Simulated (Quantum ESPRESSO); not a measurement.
# WS2 in Quantum ESPRESSO: settings compared, part 2 of 4

Quantum ESPRESSO 7.5. The steps go on from the part before.

### Step 3. Dielectric tensor, PBEsol

The input, pw.in:

```
&CONTROL
  calculation = 'scf'
  prefix = 'pwscf'
  outdir = './tmp'
  pseudo_dir = './pseudo'
  tprnfor = .true.
  tstress = .true.
  disk_io = 'low'
/
&SYSTEM
  ibrav = 0
  celldm(1) = 8
  nat = 3
  ntyp = 2
  ecutwfc = 74
  nbnd = 20
  occupations = 'smearing'
  smearing = 'fd'
  degauss = 0.00367493
/
&ELECTRONS
  conv_thr = 6d-10
  electron_maxstep = 120
  mixing_beta = 0.5
/
ATOMIC_SPECIES
W    183.8400 W.upf
S     32.0600 S.upf
CELL_PARAMETERS alat
  0.7519967530744   0.0000000000000   0.0000000000000
 -0.3759983765372   0.6512482917101   0.0000000000000
  0.0000000000000   0.0000000000000   4.0039937332796
ATOMIC_POSITIONS crystal
W      0.0000000000    0.0000000000    0.0000000000
S      0.3333333333    0.6666666667    0.0920005100
S      0.3333333333    0.6666666667    0.9079994900
K_POINTS automatic
8 8 2 0 0 1
```

The input, gamma.in:

```
&CONTROL
  calculation = 'bands'
  prefix = 'pwscf'
  outdir = './tmp'
  pseudo_dir = './pseudo'
  disk_io = 'low'
  verbosity = 'high'
/
&SYSTEM
  ibrav = 0
  celldm(1) = 8
  nat = 3
  ntyp = 2
  ecutwfc = 74
  nbnd = 20
  occupations = 'smearing'
  smearing = 'fd'
  degauss = 0.00367493
/
&ELECTRONS
  conv_thr = 1d-08
  electron_maxstep = 120
  mixing_beta = 0.5
  diago_full_acc = .true.
  startingwfc = 'random'
/
ATOMIC_SPECIES
W    183.8400 W.upf
S     32.0600 S.upf
CELL_PARAMETERS alat
  0.7519967530744   0.0000000000000   0.0000000000000
 -0.3759983765372   0.6512482917101   0.0000000000000
  0.0000000000000   0.0000000000000   4.0039937332796
ATOMIC_POSITIONS crystal
W      0.0000000000    0.0000000000    0.0000000000
S      0.3333333333    0.6666666667    0.0920005100
S      0.3333333333    0.6666666667    0.9079994900
K_POINTS crystal
1
0.0 0.0 0.0 1
```

The input, scf2.in:

```
&CONTROL
  calculation = 'scf'
  prefix = 'pwscf'
  outdir = './tmp'
  pseudo_dir = './pseudo'
  tprnfor = .true.
  tstress = .true.
  disk_io = 'low'
/
&SYSTEM
  ibrav = 0
  celldm(1) = 8
  nat = 3
  ntyp = 2
  ecutwfc = 74
  nbnd = 20
  occupations = 'fixed'
/
&ELECTRONS
  conv_thr = 1d-13
  electron_maxstep = 120
  mixing_beta = 0.5
  startingpot = 'file'
/
ATOMIC_SPECIES
W    183.8400 W.upf
S     32.0600 S.upf
CELL_PARAMETERS alat
  0.7519967530744   0.0000000000000   0.0000000000000
 -0.3759983765372   0.6512482917101   0.0000000000000
  0.0000000000000   0.0000000000000   4.0039937332796
ATOMIC_POSITIONS crystal
W      0.0000000000    0.0000000000    0.0000000000
S      0.3333333333    0.6666666667    0.0920005100
S      0.3333333333    0.6666666667    0.9079994900
K_POINTS automatic
8 8 2 0 0 1
```

The input, ph.in:

```
dielectric of WS2
&INPUTPH
  prefix = 'pwscf'
  outdir = './tmp'
  tr2_ph = 1d-18
  fildyn = 'dyn'
  niter_ph = 90
  alpha_mix(1) = 0.7
  epsil = .true.
  trans = .false.
  zeu = .true.
/
0.0000000000 0.0000000000 0.0000000000
```

Potentials or basis: PseudoDojo 0.4.1 SR PBEsol standard.

Run with:

```bash
$ OMP_NUM_THREADS=1 pw.x -in pw.in > pw.out
$ OMP_NUM_THREADS=1 pw.x -in gamma.in > gamma.out
$ OMP_NUM_THREADS=1 pw.x -in scf2.in > scf2.out
$ OMP_NUM_THREADS=1 ph.x -in ph.in > ph.out
```

pw.out:

```text
This program is part of the open-source Quantum ESPRESSO suite
     for quantum simulation of materials; please cite
[... 9 lines left out ...]
     --------------------
     sticks:   dense  smooth     PW     G-vecs:    dense   smooth      PW
     Sum         745     745    211                86539    86539   13433

     Using Slab Decomposition

     bravais-lattice index     =            0
     lattice parameter (alat)  =       8.0000  a.u.
     unit-cell volume          =    1003.9820 (a.u.)^3
     number of atoms/cell      =            3
     number of atomic types    =            2
     number of electrons       =        26.00
     number of Kohn-Sham states=           20
     kinetic-energy cutoff     =      74.0000  Ry
     charge density cutoff     =     296.0000  Ry
     scf convergence threshold =      6.0E-10
     mixing beta               =       0.5000
     number of iterations used =            8  plain     mixing
     Exchange-correlation= PBESOL
                           (   1   4  10   8   0   0   0)

     celldm(1)=   8.000000  celldm(2)=   0.000000  celldm(3)=   0.000000
     celldm(4)=   0.000000  celldm(5)=   0.000000  celldm(6)=   0.000000

     crystal axes: (cart. coord. in units of alat)
               a(1) = (   0.751997   0.000000   0.000000 )
               a(2) = (  -0.375998   0.651248   0.000000 )
               a(3) = (   0.000000   0.000000   4.003994 )

     reciprocal axes: (cart. coord. in units 2 pi/alat)
               b(1) = (  1.329793  0.767756 -0.000000 )
               b(2) = (  0.000000  1.535513  0.000000 )
               b(3) = (  0.000000 -0.000000  0.249751 )

     PseudoPot. # 1 for W  read from file:
     W.upf
     Pseudo is Norm-conserving + core correction, Zval = 14.0
     Generated using ONCVPSP code by D. R. Hamann
     Using radial grid of 1396 points,  8 beta functions with:
                l(1) =   0
                l(2) =   0
                l(3) =   1
                l(4) =   1
                l(5) =   2
                l(6) =   2
                l(7) =   3
                l(8) =   3

     PseudoPot. # 2 for S  read from file:
     S.upf
     Pseudo is Norm-conserving + core correction, Zval =  6.0
     Generated using ONCVPSP code by D. R. Hamann
     Using radial grid of 1146 points,  6 beta functions with:
                l(1) =   0
                l(2) =   0
                l(3) =   1
                l(4) =   1
                l(5) =   2
                l(6) =   2

     atomic species   valence    mass     pseudopotential
     W                14.00   183.84000     W ( 1.00)
     S                 6.00    32.06000     S ( 1.00)

     12 Sym. Ops. (no inversion) found

   Cartesian axes

     site n.     atom                  positions (alat units)
         1        W      tau(   1) = (   0.0000000   0.0000000   0.0000000  )
         2        S      tau(   2) = (  -0.0000000   0.4341655   0.3683695  )
         3        S      tau(   3) = (  -0.0000000   0.4341655   3.6356243  )

     number of k points=    10  Fermi-Dirac smearing, width (Ry)=  0.0037
                       cart. coord. in units 2pi/alat
        k(    1) = (   0.0000000   0.0000000   0.0624377), wk =   0.0312500
        k(    2) = (   0.0000000   0.1919391   0.0624377), wk =   0.1875000
        k(    3) = (   0.0000000   0.3838782   0.0624377), wk =   0.1875000
        k(    4) = (   0.0000000   0.5758172   0.0624377), wk =   0.1875000
        k(    5) = (   0.0000000  -0.7677563   0.0624377), wk =   0.0937500
        k(    6) = (   0.1662241   0.2879086   0.0624377), wk =   0.1875000
        k(    7) = (   0.1662241   0.4798477   0.0624377), wk =   0.3750000
        k(    8) = (   0.1662241   0.6717868   0.0624377), wk =   0.3750000
        k(    9) = (   0.3324482   0.5758172   0.0624377), wk =   0.1875000
        k(   10) = (   0.3324482   0.7677563   0.0624377), wk =   0.1875000

     Dense  grid:    86539 G-vectors     FFT dimensions: (  36,  36, 180)

     Initial potential from superposition of free atoms

     starting charge      25.9995, renormalised to      26.0000

     negative rho (up, down):  1.736E-05 0.000E+00
     Starting wfcs are   18 randomized atomic wfcs +    2 random wfcs

     Self-consistent Calculation

     iteration #  1     ecut=    74.00 Ry     beta= 0.50
     Davidson diagonalization with overlap
     ethr =  1.00E-02,  avg # of iterations =  6.4

     Threshold (ethr) on eigenvalues was too large:
     Diagonalizing with lowered threshold

     Davidson diagonalization with overlap
     ethr =  2.96E-04,  avg # of iterations =  4.8

     negative rho (up, down):  6.498E-06 0.000E+00

     total energy              =    -195.91173036 Ry
     estimated scf accuracy    <       0.08813862 Ry

     iteration #  2     ecut=    74.00 Ry     beta= 0.50
     Davidson diagonalization with overlap
     ethr =  3.39E-04,  avg # of iterations =  3.7

     negative rho (up, down):  2.599E-06 0.000E+00

     total energy              =    -195.92384777 Ry
     estimated scf accuracy    <       0.01217371 Ry

     iteration #  3     ecut=    74.00 Ry     beta= 0.50
     Davidson diagonalization with overlap
     ethr =  4.68E-05,  avg # of iterations =  6.7

     negative rho (up, down):  1.445E-06 0.000E+00

     total energy              =    -195.92463659 Ry
     estimated scf accuracy    <       0.01813624 Ry

     iteration #  4     ecut=    74.00 Ry     beta= 0.50
     Davidson diagonalization with overlap
     ethr =  4.68E-05,  avg # of iterations =  2.4

     negative rho (up, down):  4.933E-08 0.000E+00

     total energy              =    -195.92734657 Ry
     estimated scf accuracy    <       0.00072428 Ry

     iteration #  5     ecut=    74.00 Ry     beta= 0.50
     Davidson diagonalization with overlap
     ethr =  2.79E-06,  avg # of iterations =  6.1

     total energy              =    -195.92740645 Ry
     estimated scf accuracy    <       0.00004130 Ry

     iteration #  6     ecut=    74.00 Ry     beta= 0.50
     Davidson diagonalization with overlap
     ethr =  1.59E-07,  avg # of iterations =  3.0

     total energy              =    -195.92741806 Ry
     estimated scf accuracy    <       0.00000160 Ry

     iteration #  7     ecut=    74.00 Ry     beta= 0.50
     Davidson diagonalization with overlap
     ethr =  6.13E-09,  avg # of iterations =  3.8

     total energy              =    -195.92741875 Ry
     estimated scf accuracy    <       0.00000028 Ry

     iteration #  8     ecut=    74.00 Ry     beta= 0.50
     Davidson diagonalization with overlap
     ethr =  1.08E-09,  avg # of iterations =  2.2

     total energy              =    -195.92741881 Ry
     estimated scf accuracy    <       0.00000002 Ry

     iteration #  9     ecut=    74.00 Ry     beta= 0.50
     Davidson diagonalization with overlap
     ethr =  5.97E-11,  avg # of iterations =  3.3

     End of self-consistent calculation

          k = 0.0000 0.0000 0.0624 ( 10816 PWs)   bands (ev):

   -73.7562 -37.9981 -37.8398 -37.8398 -14.5375 -12.8486  -6.1313  -2.6704
    -2.6704  -1.8290  -1.4174  -1.4174   0.2289   3.1171   3.1171   3.3179
     3.3179   5.2345   5.6929   5.9737

          k = 0.0000 0.1919 0.0624 ( 10801 PWs)   bands (ev):

   -73.7538 -37.9890 -37.8899 -37.8515 -14.2819 -12.7570  -5.8331  -3.2858
    -2.5951  -2.4217  -1.7910  -1.1074   0.0638   2.8106   2.9737   3.1019
     3.5665   5.8486   6.0732   6.6798

          k = 0.0000 0.3839 0.0624 ( 10777 PWs)   bands (ev):

   -73.7479 -38.0092 -37.9671 -37.8795 -13.6048 -12.5169  -5.2738  -4.2874
    -3.6345  -2.4835  -1.8149  -1.3738  -0.6206   2.5841   2.7996   3.3830
     4.3562   6.6724   6.8987   7.7002

          k = 0.0000 0.5758 0.0624 ( 10806 PWs)   bands (ev):

   -73.7420 -38.1260 -37.9451 -37.9073 -12.7967 -12.2424  -5.8527  -4.5437
    -4.2016  -3.0178  -1.7305  -1.2461  -0.9672   2.8674   3.0415   4.0528
     4.8568   6.4261   7.6545   7.7267

          k = 0.0000-0.7678 0.0624 ( 10820 PWs)   bands (ev):

   -73.7395 -38.1737 -37.9360 -37.9188 -12.3969 -12.1152  -6.2885  -4.9176
    -4.1968  -3.2106  -1.8459  -1.0452  -0.6925   3.0642   3.5288   4.2640
     4.9992   5.2687   7.8072   8.1166

          k = 0.1662 0.2879 0.0624 ( 10785 PWs)   bands (ev):

   -73.7496 -37.9735 -37.9690 -37.8769 -13.8139 -12.5896  -5.3401  -4.0733
    -3.1926  -2.6816  -2.0863  -0.9830  -0.3584   2.4302   2.9053   2.9777
     4.3104   6.4833   6.6830   7.7109

          k = 0.1662 0.4798 0.0624 ( 10790 PWs)   bands (ev):

   -73.7437 -38.0749 -37.9516 -37.9169 -13.0565 -12.3217  -5.3547  -4.2656
    -4.1984  -3.2152  -2.0705  -1.3154  -0.6910   2.4145   3.1331   3.5019
     4.9375   7.4122   7.6391   7.7638

          k = 0.1662 0.6718 0.0624 ( 10796 PWs)   bands (ev):

   -73.7395 -38.1480 -37.9456 -37.9360 -12.4126 -12.1022  -5.9583  -4.9917
    -4.1017  -3.2438  -2.1192  -1.7609  -0.4182   2.8951   3.4857   4.1701
     4.8599   6.0372   8.4265   8.5661

          k = 0.3324 0.5758 0.0624 ( 10775 PWs)   bands (ev):

   -73.7395 -38.1124 -37.9822 -37.9360 -12.4279 -12.0891  -5.5120  -5.0593
    -3.9067  -3.3009  -3.1053  -1.6356  -0.3818   2.6763   3.5000   3.6612
     5.3601   7.0892   8.2275   8.7367

          k = 0.3324 0.7678 0.0624 ( 10798 PWs)   bands (ev):

   -73.7378 -38.1162 -38.0209 -37.9296 -12.1360 -11.9776  -5.4644  -5.4528
    -4.0771  -3.4184  -3.0960  -1.9880   0.0369   2.2841   3.7012   4.1197
     5.5647   6.4595   7.8980   9.4555

     the Fermi energy is     1.1972 ev

!    total energy              =    -195.92741882 Ry
     estimated scf accuracy    <          1.8E-10 Ry
     smearing contrib. (-TS)   =      -0.00000000 Ry
     internal energy E=F+TS    =    -195.92741882 Ry

     The total energy is F=E-TS. E is the sum of the following terms:
     one-electron contribution =    -864.71143896 Ry
     hartree contribution      =     432.64890101 Ry
     xc contribution           =     -45.57701949 Ry
     ewald contribution        =     281.71213863 Ry

     convergence has been achieved in   9 iterations

     Forces acting on atoms (cartesian axes, Ry/au):

     atom    1 type  1   force =     0.00000000    0.00000000    0.00000000
     atom    2 type  2   force =     0.00000000    0.00000000   -0.00479905
     atom    3 type  2   force =    -0.00000000   -0.00000000    0.00479905

     Total force =     0.006787     Total SCF correction =     0.000023

     Computing stress (Cartesian axis) and pressure

          total   stress  (Ry/bohr**3)                   (kbar)     P=      -10.85
  -0.00009614   0.00000000   0.00000000          -14.14        0.00        0.00
   0.00000000  -0.00009614   0.00000000            0.00      -14.14        0.00
   0.00000000   0.00000000  -0.00002903            0.00        0.00       -4.27

=------------------------------------------------------------------------------=
   JOB DONE.
=------------------------------------------------------------------------------=
```

Run time: 23 min. Hardware: 1 thread of Intel Xeon at 2.50GHz (Skylake/Cascade Lake), shared host; peak memory 0.22 GiB.

What came out:

- Free energy: -2665.7283 eV
- Largest force: 0.123 eV/Å
- Electronic dielectric tensor (diagonal): 5.64, 5.64, 1.43
- Born charges (mean of the diagonal): W -0.41; S +0.20 e

Forces in eV/Å, atoms in the order of the input:
```
W    0.000  0.000  0.000
S    0.000  0.000 -0.123
S    0.000  0.000  0.123
```

Electronic dielectric tensor:
```
5.64 0.00 0.00
0.00 5.64 0.00
0.00 0.00 1.43
```

Born effective charge tensors (e):
atom 1, W
```
-0.58  0.00  0.00
 0.00 -0.58  0.00
 0.00  0.00 -0.08
```
atom 2, S
```
0.29 0.00 0.00
0.00 0.29 0.00
0.00 0.00 0.04
```
atom 3, S
```
0.29 0.00 0.00
0.00 0.29 0.00
0.00 0.00 0.04
```

The run has no spin-orbit coupling, so splittings on W are missing.

(Part 2 of 4 ends here.)
